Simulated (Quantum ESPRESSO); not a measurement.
# MnF2 (P4_2/mnm) in Quantum ESPRESSO: equation of state

How stiff is MnF2 in PBE, and what volume does it want? The cell is scaled to several volumes.

Everything below comes from runs of Quantum ESPRESSO 7.5. Logs are shortened: lines on timing, memory, paths and dates and some standing lists are left out, and cuts for length are marked.

## (1) Starting point

It takes space group P4_2/mnm (No. 136, tetragonal). Conventional cell: a = 4.874 Å, b = 4.874 Å, c = 3.311 Å, α = 90.00°, β = 90.00°, γ = 90.00°. Around Mn (site symmetry mmm) lie 6 F at 2.10 to 2.13 Å. F (site symmetry m2m) is surrounded by 3 Mn at 2.10 to 2.13 Å.

## (2) Single point, PBE, collinear spin, ferromagnetic start, 12.32 Å³/atom

Contents of pw.in:

```
&CONTROL
  calculation = 'scf'
  prefix = 'pwscf'
  outdir = './tmp'
  pseudo_dir = './pseudo'
  tstress = .true.
  disk_io = 'nowf'
/
&SYSTEM
  ibrav = 0
  nat = 6
  ntyp = 2
  ecutwfc = 65
  ecutrho = 780
  nbnd = 42
  occupations = 'smearing'
  smearing = 'fd'
  degauss = 0.00367493
  nspin = 2
  starting_magnetization(1) = 0.2667
  starting_magnetization(2) = 0
/
&ELECTRONS
  conv_thr = 1.2d-09
  electron_maxstep = 120
  mixing_beta = 0.3
/
ATOMIC_SPECIES
Mn    54.9380 mn_pbe_v1.5.uspp.F.UPF
F     18.9984 f_pbe_v1.4.uspp.F.UPF
CELL_PARAMETERS angstrom
   4.7743067767    0.0000000000    0.0000000000
   0.0000000000    4.7743067767    0.0000000000
   0.0000000000    0.0000000000    3.2431157301
ATOMIC_POSITIONS crystal
Mn     0.5000000000    0.5000000000    0.5000000000
Mn     0.0000000000    0.0000000000    0.0000000000
F      0.8053000000    0.1947000000    0.5000000000
F      0.6947000000    0.6947000000    0.0000000000
F      0.1947000000    0.8053000000    0.5000000000
F      0.3053000000    0.3053000000    0.0000000000
K_POINTS automatic
6 6 8 0 0 0
```

Potentials or basis: SSSP 1.3 efficiency PBE.

Run with:

```console
> OMP_NUM_THREADS=1 mpirun -n 2 pw.x -nk 2 -in pw.in > pw.out
```

pw.out:

```text
This program is part of the open-source Quantum ESPRESSO suite
     for quantum simulation of materials; please cite
[... 13 lines left out ...]
     --------------------
     sticks:   dense  smooth     PW     G-vecs:    dense   smooth      PW
     Sum        5049    1685    497               183567    35259    5705

     Using Slab Decomposition

     bravais-lattice index     =            0
     lattice parameter (alat)  =       9.0221  a.u.
     unit-cell volume          =     498.8612 (a.u.)^3
     number of atoms/cell      =            6
     number of atomic types    =            2
     number of electrons       =        58.00
     number of Kohn-Sham states=           42
     kinetic-energy cutoff     =      65.0000  Ry
     charge density cutoff     =     780.0000  Ry
     scf convergence threshold =      1.2E-09
     mixing beta               =       0.3000
     number of iterations used =            8  plain     mixing
     Exchange-correlation=  SLA  PW   PBX  PBC
                           (   1   4   3   4   0   0   0)

     celldm(1)=   9.022132  celldm(2)=   0.000000  celldm(3)=   0.000000
     celldm(4)=   0.000000  celldm(5)=   0.000000  celldm(6)=   0.000000

     crystal axes: (cart. coord. in units of alat)
               a(1) = (   1.000000   0.000000   0.000000 )
               a(2) = (   0.000000   1.000000   0.000000 )
               a(3) = (   0.000000   0.000000   0.679285 )

     reciprocal axes: (cart. coord. in units 2 pi/alat)
               b(1) = (  1.000000  0.000000  0.000000 )
               b(2) = (  0.000000  1.000000  0.000000 )
               b(3) = (  0.000000  0.000000  1.472136 )

     PseudoPot. # 1 for Mn read from file:
     mn_pbe_v1.5.uspp.F.UPF
     Pseudo is Ultrasoft + core correction, Zval = 15.0
     Generated by new atomic code, or converted to UPF format
     Using radial grid of  859 points,  6 beta functions with:
                l(1) =   0
                l(2) =   0
                l(3) =   1
                l(4) =   1
                l(5) =   2
                l(6) =   2
     Q(r) pseudized with  8 coefficients,  rinner =    0.950   0.950   0.950
                                                       0.950   0.950

     PseudoPot. # 2 for F  read from file:
     f_pbe_v1.4.uspp.F.UPF
     Pseudo is Ultrasoft, Zval =  7.0
     Generated by new atomic code, or converted to UPF format
     Using radial grid of  799 points,  4 beta functions with:
                l(1) =   0
                l(2) =   0
                l(3) =   1
                l(4) =   1
     Q(r) pseudized with  8 coefficients,  rinner =    0.950   0.950   0.950

     atomic species   valence    mass     pseudopotential
     Mn               15.00    54.93800     Mn( 1.00)
     F                 7.00    18.99840     F ( 1.00)

     Starting magnetic structure
     atomic species   magnetization
     Mn              0.267
     F               0.000

     16 Sym. Ops., with inversion, found ( 8 have fractional translation)

   Cartesian axes

     site n.     atom                  positions (alat units)
         1        Mn     tau(   1) = (   0.5000000   0.5000000   0.3396426  )
         2        Mn     tau(   2) = (   0.0000000   0.0000000   0.0000000  )
         3        F      tau(   3) = (   0.8053000   0.1947000   0.3396426  )
         4        F      tau(   4) = (   0.6947000   0.6947000   0.0000000  )
         5        F      tau(   5) = (   0.1947000   0.8053000   0.3396426  )
         6        F      tau(   6) = (   0.3053000   0.3053000   0.0000000  )

     number of k points=    50  Fermi-Dirac smearing, width (Ry)=  0.0037
                       cart. coord. in units 2pi/alat
        k(    1) = (   0.0000000   0.0000000   0.0000000), wk =   0.0034722
        k(    2) = (   0.0000000   0.0000000   0.1840170), wk =   0.0069444
        k(    3) = (   0.0000000   0.0000000   0.3680340), wk =   0.0069444
        k(    4) = (   0.0000000   0.0000000   0.5520509), wk =   0.0069444
        k(    5) = (   0.0000000   0.0000000  -0.7360679), wk =   0.0034722
        k(    6) = (   0.0000000   0.1666667   0.0000000), wk =   0.0138889
[... 42 lines left out ...]
        k(   49) = (  -0.5000000  -0.5000000   0.5520509), wk =   0.0069444
        k(   50) = (  -0.5000000  -0.5000000  -0.7360679), wk =   0.0034722

     Dense  grid:   183567 G-vectors     FFT dimensions: (  90,  90,  60)

     Smooth grid:    35259 G-vectors     FFT dimensions: (  48,  48,  32)

     Check: negative core charge=   -0.000011
     Generating pointlists ...
     new r_m :   0.1781 (alat units)  1.6068 (a.u.) for type    1
     new r_m :   0.1781 (alat units)  1.6068 (a.u.) for type    2

     Initial potential from superposition of free atoms

     starting charge      56.9998, renormalised to      58.0000
     Starting wfcs are   42 randomized atomic wfcs

     Self-consistent Calculation

     iteration #  1     ecut=    65.00 Ry     beta= 0.30
     Davidson diagonalization with overlap
     ethr =  1.00E-02,  avg # of iterations =  4.4

     Threshold (ethr) on eigenvalues was too large:
     Diagonalizing with lowered threshold

     Davidson diagonalization with overlap
     ethr =  7.82E-04,  avg # of iterations =  1.4

     total energy              =    -617.16544389 Ry
     estimated scf accuracy    <       0.45529427 Ry

     total magnetization       =     9.99 Bohr mag/cell
     absolute magnetization    =     9.99 Bohr mag/cell

     iteration #  2     ecut=    65.00 Ry     beta= 0.30
     Davidson diagonalization with overlap
     ethr =  7.85E-04,  avg # of iterations =  2.2

     total energy              =    -617.25370375 Ry
     estimated scf accuracy    <       0.05490770 Ry

     total magnetization       =    10.00 Bohr mag/cell
     absolute magnetization    =    10.00 Bohr mag/cell

     iteration #  3     ecut=    65.00 Ry     beta= 0.30
     Davidson diagonalization with overlap
     ethr =  9.47E-05,  avg # of iterations =  2.8

     negative rho (up, down):  0.000E+00 3.032E-04

     total energy              =    -617.27220152 Ry
     estimated scf accuracy    <       0.02632726 Ry

     total magnetization       =    10.00 Bohr mag/cell
     absolute magnetization    =    10.00 Bohr mag/cell

     iteration #  4     ecut=    65.00 Ry     beta= 0.30
     Davidson diagonalization with overlap
     ethr =  4.54E-05,  avg # of iterations =  2.2

     negative rho (up, down):  0.000E+00 4.897E-04

     total energy              =    -617.27382855 Ry
     estimated scf accuracy    <       0.00077078 Ry

     total magnetization       =    10.00 Bohr mag/cell
     absolute magnetization    =    10.00 Bohr mag/cell

     iteration #  5     ecut=    65.00 Ry     beta= 0.30
     Davidson diagonalization with overlap
     ethr =  1.33E-06,  avg # of iterations =  4.7

     negative rho (up, down):  0.000E+00 5.386E-04

     total energy              =    -617.27402875 Ry
     estimated scf accuracy    <       0.00007640 Ry

     total magnetization       =    10.00 Bohr mag/cell
     absolute magnetization    =    10.00 Bohr mag/cell

     iteration #  6     ecut=    65.00 Ry     beta= 0.30
     Davidson diagonalization with overlap
     ethr =  1.32E-07,  avg # of iterations =  2.0

     negative rho (up, down):  0.000E+00 5.435E-04

     total energy              =    -617.27404890 Ry
     estimated scf accuracy    <       0.00000957 Ry

     total magnetization       =    10.00 Bohr mag/cell
     absolute magnetization    =    10.00 Bohr mag/cell

     iteration #  7     ecut=    65.00 Ry     beta= 0.30
     Davidson diagonalization with overlap
     ethr =  1.65E-08,  avg # of iterations =  2.0

     negative rho (up, down):  0.000E+00 5.385E-04

     total energy              =    -617.27405060 Ry
     estimated scf accuracy    <       0.00000177 Ry

     total magnetization       =    10.00 Bohr mag/cell
     absolute magnetization    =    10.00 Bohr mag/cell

     iteration #  8     ecut=    65.00 Ry     beta= 0.30
     Davidson diagonalization with overlap
     ethr =  3.05E-09,  avg # of iterations =  2.5

     negative rho (up, down):  0.000E+00 5.375E-04

     total energy              =    -617.27405117 Ry
     estimated scf accuracy    <       0.00000208 Ry

     total magnetization       =    10.00 Bohr mag/cell
     absolute magnetization    =    10.00 Bohr mag/cell

     iteration #  9     ecut=    65.00 Ry     beta= 0.30
     Davidson diagonalization with overlap
     ethr =  3.05E-09,  avg # of iterations =  2.1

     negative rho (up, down):  0.000E+00 5.368E-04

     total energy              =    -617.27405165 Ry
     estimated scf accuracy    <       0.00000003 Ry

     total magnetization       =    10.00 Bohr mag/cell
     absolute magnetization    =    10.00 Bohr mag/cell

     iteration # 10     ecut=    65.00 Ry     beta= 0.30
     Davidson diagonalization with overlap
     ethr =  4.80E-11,  avg # of iterations =  2.8

     negative rho (up, down):  0.000E+00 5.373E-04

     total energy              =    -617.27405171 Ry
     estimated scf accuracy    <       0.00000003 Ry

     total magnetization       =    10.00 Bohr mag/cell
     absolute magnetization    =    10.00 Bohr mag/cell

     iteration # 11     ecut=    65.00 Ry     beta= 0.30
     Davidson diagonalization with overlap
     ethr =  4.80E-11,  avg # of iterations =  2.0

     negative rho (up, down):  0.000E+00 5.372E-04

     Magnetic moment per site  (integrated on atomic sphere of radius R)
     atom   1 (R=0.178)  charge= 12.2874  magn=  4.1410
     atom   2 (R=0.178)  charge= 12.2874  magn=  4.1410
     atom   3 (R=0.178)  charge=  6.6570  magn=  0.1135
     atom   4 (R=0.178)  charge=  6.6570  magn=  0.1135
     atom   5 (R=0.178)  charge=  6.6570  magn=  0.1135
     atom   6 (R=0.178)  charge=  6.6570  magn=  0.1135

     End of self-consistent calculation

     Number of k-points >= 100: set verbosity='high' to print the bands.

     the Fermi energy is     8.9779 ev

!    total energy              =    -617.27405175 Ry
     estimated scf accuracy    <          3.8E-10 Ry
     smearing contrib. (-TS)   =      -0.00000002 Ry
     internal energy E=F+TS    =    -617.27405173 Ry

     The total energy is F=E-TS. E is the sum of the following terms:
     one-electron contribution =    -362.63675610 Ry
     hartree contribution      =     208.52171091 Ry
     xc contribution           =     -91.38327830 Ry
     ewald contribution        =    -371.77572824 Ry

     total magnetization       =    10.00 Bohr mag/cell
     absolute magnetization    =    10.00 Bohr mag/cell

     convergence has been achieved in  11 iterations

     Computing stress (Cartesian axis) and pressure

     negative rho (up, down):  0.000E+00 5.372E-04
          total   stress  (Ry/bohr**3)                   (kbar)     P=      112.21
   0.00071466   0.00000000   0.00000000          105.13        0.00        0.00
   0.00000000   0.00071466   0.00000000            0.00      105.13        0.00
   0.00000000   0.00000000   0.00085913            0.00        0.00      126.38

=------------------------------------------------------------------------------=
   JOB DONE.
=------------------------------------------------------------------------------=
```

It took 2.8 min on 2 MPI ranks of Intel Xeon Platinum 8488C (Sapphire Rapids), shared host; peak memory 1.2 GiB.

Results:

```yaml
Free_energy: -8398.4413 eV
Pressure: 11.2 GPa
Band_gap_on_the_k_mesh: 0.99 eV, direct
Net_moment: 10.00 μB per cell
Absolute_moment: 10.00 μB per cell
Site_moments: Mn +4.14; F +0.11 μB
Valence_electrons_inside_the_program's_atomic_spheres: Mn 12.29; F 6.66
```

Caveat: only a ferromagnetic start was run, and an antiferromagnetic order may lie lower in energy.

## (3) Single point, PBE, collinear spin, ferromagnetic start, 12.58 Å³/atom

Edit pw.in of step 2 so:

```diff
@@ -31,5 +31,5 @@
 CELL_PARAMETERS angstrom
-   4.7743067767    0.0000000000    0.0000000000
-   0.0000000000    4.7743067767    0.0000000000
-   0.0000000000    0.0000000000    3.2431157301
+   4.8079297631    0.0000000000    0.0000000000
+   0.0000000000    4.8079297631    0.0000000000
+   0.0000000000    0.0000000000    3.2659553258
 ATOMIC_POSITIONS crystal
```

Potentials or basis: SSSP 1.3 efficiency PBE.

Run with:

```console
> OMP_NUM_THREADS=1 mpirun -n 2 pw.x -nk 2 -in pw.in > pw.out
```

Run time: 2.6 min. Hardware: 2 MPI ranks of Intel Xeon Platinum 8488C (Sapphire Rapids), shared host; peak memory 1.2 GiB.

The run converged. Its results:

```yaml
Free_energy: -8398.5373 eV
Pressure: 8.5 GPa
Band_gap_on_the_k_mesh: 1.02 eV, direct
Net_moment: 10.00 μB per cell
Absolute_moment: 10.00 μB per cell
Site_moments: Mn +4.16; F +0.11 μB
Valence_electrons_inside_the_program's_atomic_spheres: Mn 12.31; F 6.68
```

Caveat: only a ferromagnetic start was run, and an antiferromagnetic order may lie lower in energy.

## (4) Single point, PBE, collinear spin, ferromagnetic start, 12.84 Å³/atom

Edit pw.in of step 3 so:

```diff
@@ -31,5 +31,5 @@
 CELL_PARAMETERS angstrom
-   4.8079297631    0.0000000000    0.0000000000
-   0.0000000000    4.8079297631    0.0000000000
-   0.0000000000    0.0000000000    3.2659553258
+   4.8410889473    0.0000000000    0.0000000000
+   0.0000000000    4.8410889473    0.0000000000
+   0.0000000000    0.0000000000    3.2884798674
 ATOMIC_POSITIONS crystal
```

Run with:

```console
> OMP_NUM_THREADS=1 mpirun -n 2 pw.x -nk 2 -in pw.in > pw.out
```

Wall time 2.5 min (2 MPI ranks of Intel Xeon Platinum 8488C (Sapphire Rapids), shared host); peak memory 1.2 GiB.

Results (log left out):

| Item | Value |
| --- | --- |
| Free energy | -8398.6077 eV |
| Pressure | 6.0 GPa |
| Band gap on the k mesh | 1.06 eV, direct |
| Net moment | 10.00 μB per cell |
| Absolute moment | 10.00 μB per cell |
| Site moments | Mn +4.18; F +0.11 μB |
| Valence electrons inside the program's atomic spheres | Mn 12.33; F 6.69 |

Caveat: only a ferromagnetic start was run, and an antiferromagnetic order may lie lower in energy.

## (5) Single point, PBE, collinear spin, ferromagnetic start, 13.11 Å³/atom

Edit pw.in of step 4 so:

```diff
@@ -31,5 +31,5 @@
 CELL_PARAMETERS angstrom
-   4.8410889473    0.0000000000    0.0000000000
-   0.0000000000    4.8410889473    0.0000000000
-   0.0000000000    0.0000000000    3.2884798674
+   4.8738000000    0.0000000000    0.0000000000
+   0.0000000000    4.8738000000    0.0000000000
+   0.0000000000    0.0000000000    3.3107000000
 ATOMIC_POSITIONS crystal
```

Run with:

```console
> OMP_NUM_THREADS=1 mpirun -n 2 pw.x -nk 2 -in pw.in > pw.out
```

It took 2.8 min on 2 MPI ranks of Intel Xeon Platinum 8488C (Sapphire Rapids), shared host; peak memory 1.2 GiB.

Results (log left out):

```yaml
Free_energy: -8398.6553 eV
Pressure: 3.8 GPa
Band_gap_on_the_k_mesh: 1.09 eV, direct
Net_moment: 10.00 μB per cell
Absolute_moment: 10.00 μB per cell
Site_moments: Mn +4.19; F +0.10 μB
Valence_electrons_inside_the_program's_atomic_spheres: Mn 12.35; F 6.71
```

Caveat: only a ferromagnetic start was run, and an antiferromagnetic order may lie lower in energy.

## (6) Single point, PBE, collinear spin, ferromagnetic start, 13.37 Å³/atom

Edit pw.in of step 5 so:

```diff
@@ -31,5 +31,5 @@
 CELL_PARAMETERS angstrom
-   4.8738000000    0.0000000000    0.0000000000
-   0.0000000000    4.8738000000    0.0000000000
-   0.0000000000    0.0000000000    3.3107000000
+   4.9060777619    0.0000000000    0.0000000000
+   0.0000000000    4.9060777619    0.0000000000
+   0.0000000000    0.0000000000    3.3326258045
 ATOMIC_POSITIONS crystal
```

Potentials or basis: SSSP 1.3 efficiency PBE.

Run with:

```console
> OMP_NUM_THREADS=1 mpirun -n 2 pw.x -nk 2 -in pw.in > pw.out
```

It took 2.9 min on 2 MPI ranks of Intel Xeon Platinum 8488C (Sapphire Rapids), shared host; peak memory 1.2 GiB.

It converged, with:

```
Free energy                                           : -8398.6822 eV
Pressure                                              : 1.8 GPa
Band gap on the k mesh                                : 1.13 eV, direct
Net moment                                            : 10.00 μB per cell
Absolute moment                                       : 10.00 μB per cell
Site moments                                          : Mn +4.21; F +0.10 μB
Valence electrons inside the program's atomic spheres : Mn 12.37; F 6.73
```

Caveat: only a ferromagnetic start was run, and an antiferromagnetic order may lie lower in energy.

## (7) Single point, PBE, collinear spin, ferromagnetic start, 13.63 Å³/atom

Edit pw.in of step 6 so:

```diff
@@ -31,5 +31,5 @@
 CELL_PARAMETERS angstrom
-   4.9060777619    0.0000000000    0.0000000000
-   0.0000000000    4.9060777619    0.0000000000
-   0.0000000000    0.0000000000    3.3326258045
+   4.9379363023    0.0000000000    0.0000000000
+   0.0000000000    4.9379363023    0.0000000000
+   0.0000000000    0.0000000000    3.3542668382
 ATOMIC_POSITIONS crystal
```

Run with:

```console
> OMP_NUM_THREADS=1 mpirun -n 2 pw.x -nk 2 -in pw.in > pw.out
```

Run time: 2.9 min. Hardware: 2 MPI ranks of Intel Xeon Platinum 8488C (Sapphire Rapids), shared host; peak memory 1.3 GiB.

The run converged. Its results:

```yaml
Free_energy: -8398.6904 eV
Pressure: 0.0 GPa
Band_gap_on_the_k_mesh: 1.16 eV, direct
Net_moment: 10.00 μB per cell
Absolute_moment: 10.00 μB per cell
Site_moments: Mn +4.22; F +0.10 μB
Valence_electrons_inside_the_program's_atomic_spheres: Mn 12.39; F 6.74
```

Caveat: only a ferromagnetic start was run, and an antiferromagnetic order may lie lower in energy.

## (8) Single point, PBE, collinear spin, ferromagnetic start, 13.89 Å³/atom

Edit pw.in of step 7 so:

```diff
@@ -31,5 +31,5 @@
 CELL_PARAMETERS angstrom
-   4.9379363023    0.0000000000    0.0000000000
-   0.0000000000    4.9379363023    0.0000000000
-   0.0000000000    0.0000000000    3.3542668382
+   4.9693889739    0.0000000000    0.0000000000
+   0.0000000000    4.9693889739    0.0000000000
+   0.0000000000    0.0000000000    3.3756321712
 ATOMIC_POSITIONS crystal
```

Run with:

```console
> OMP_NUM_THREADS=1 mpirun -n 2 pw.x -nk 2 -in pw.in > pw.out
```

Wall time 2.6 min (2 MPI ranks of Intel Xeon Platinum 8488C (Sapphire Rapids), shared host); peak memory 1.3 GiB.

It converged, with:

| Quantity | Value |
| --- | --- |
| Free energy | -8398.6821 eV |
| Pressure | -1.6 GPa |
| Band gap on the k mesh | 1.20 eV, direct |
| Net moment | 10.00 μB per cell |
| Absolute moment | 10.00 μB per cell |
| Site moments | Mn +4.24; F +0.10 μB |
| Valence electrons inside the program's atomic spheres | Mn 12.41; F 6.76 |

Caveat: only a ferromagnetic start was run, and an antiferromagnetic order may lie lower in energy.

## (9) Equation of state, PBE, collinear spin, ferromagnetic start

Potentials or basis: SSSP 1.3 efficiency PBE.

No new run: the results of the series are fitted here.

Results:

| Item | Value |
| --- | --- |
| Equilibrium volume | 13.63 Å³/atom |
| Bulk modulus at fixed shape and positions | 89 GPa |
| Pressure derivative of the bulk modulus | 4.4 |

Energy against volume, from the lowest point:
| volume (Å³/atom) | energy (meV/atom) |
| --- | --- |
| 12.321 | 41.52 |
| 12.583 | 25.52 |
| 12.845 | 13.79 |
| 13.107 | 5.86 |
| 13.369 | 1.38 |
| 13.631 | 0.00 |
| 13.893 | 1.40 |

Caveat: the cell was scaled at fixed shape and fractional positions, which overstates the stiffness of a crystal with free parameters, most of all of layers and chains.
